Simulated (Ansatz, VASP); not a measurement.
## One calculation of Mg, two programs

```xyz
2
Lattice="3.1325 0.0000 0.0000 -1.5663 2.7128 0.0000 0.0000 0.0000 5.0849" Properties=species:S:1:pos:R:3 pbc="T T T"
Mg    0.0000    1.8086    1.2712
Mg    1.5663    0.9043    3.8137
```

Alike in both runs: task single point; functional LDA; k mesh 12 × 12 × 6; occupations fermi-dirac, width 1 eV; no spin polarisation.

|  | VASP | Ansatz |
| --- | --- | --- |
| version | VASP 6.6.1 | Ansatz 0.2.0 |
| potentials or method | VASP PAW LDA potentials, release 64 (Mg) | plane waves (420 eV) with PAW, scalar-relativistic |
| plane-wave cutoff (eV) | 520 | 420 |
| valence electrons in the cell | 4 | 20 |

|  | VASP | Ansatz | Ansatz less VASP |
| --- | --- | --- | --- |
| pressure (GPa) | 2.9 | 3.2 | +0.32 |
| largest component of the traceless stress (GPa) | 0.13 | 0.13 | 0.000 |

The two sets of potentials don't hold the same shells in valence. Ansatz warned: «pseudo_functional_mismatch».
